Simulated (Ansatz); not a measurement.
# Si: the cell at several levels of theory

One table from this session's results is given with a row withheld; the runs are named, their logs left out.

The COD entry's cell or inner coordinates are ideal or old and differ from later refinements, so a difference from it is no clean test against experiment.

Code: Ansatz 0.2.0. PAW datasets, plane waves, zero pressure. No spin polarisation and no zero-point or thermal motion.

### Starting point

Space group Fd-3m (No. 227), cubic; conventional cell a = 5.427 Å, 19.98 Å³ an atom. Near Si stand 4 Si at 2.35 Å.

The structure in full:

```cif
data_structure
_symmetry_space_group_name_H-M 'Fd-3m:1'
_symmetry_Int_Tables_number 227
_cell_length_a 5.4271
_cell_length_b 5.4271
_cell_length_c 5.4271
_cell_angle_alpha 90.000
_cell_angle_beta 90.000
_cell_angle_gamma 90.000
_cell_volume 159.85
loop_
_atom_site_label
_atom_site_type_symbol
_atom_site_symmetry_multiplicity
_atom_site_Wyckoff_symbol
_atom_site_fract_x
_atom_site_fract_y
_atom_site_fract_z
_atom_site_occupancy
Si1 Si 8 a 0.25000 0.25000 0.25000 1
```

The first run:

Input file input.yaml:

```yaml
crystal:
  lattice:
    - [0.0, 2.71356, 2.71356]
    - [2.71356, 0.0, 2.71356]
    - [2.71356, 2.71356, 0.0]
  atoms:
    - { symbol: Si, position: [0.75, 0.75, 0.75] }
    - { symbol: Si, position: [0.5, 0.5, 0.5] }
kpoints:
  mp_grid: { grid: [8, 8, 8] }
hamiltonian:
  xc: pbe
scf:
  occupations: { method: fermi_dirac, width: 0.02 }
relax:
  f_tol: 0.005
  cell: {}
```

Launch:

```sh
> ansatz run input.yaml --threads 2 --pin off --max-ram 4608MiB --backend cpu --events-out ev --progress --plain --runs-dir out
```

Among the steps run: Relaxing with PBE; Relaxing with r2SCAN; Relaxing with PBEsol; LDA: cell and atoms; Relaxation with HSE06.

One of the session's tables, all rows but one given; the rest of the session is left out.

```
 level  a (Å)  volume (Å³/atom)
   PBE  5.470            20.456
r2SCAN  5.444            20.171
PBEsol      ?                 ?
   LDA  5.402            19.709
 HSE06  5.441            20.139
```

**Question.** Estimate the row for PBEsol.

As computed: a (Å): 5.434; volume (Å³/atom): 20.053. In the column «a (Å)» it lies between LDA (5.402) and HSE06 (5.441).

From the start to the first minimum the volume moved by +2.4 %. The volume runs from LDA (least) to PBE (most), a spread of 3.8 %, or 1.2 % in length if all axes shared it alike. The meshes differ: PBE 8×8×8, r2SCAN 8×8×8, PBEsol 8×8×8, LDA 8×8×8, HSE06 6×6×6.
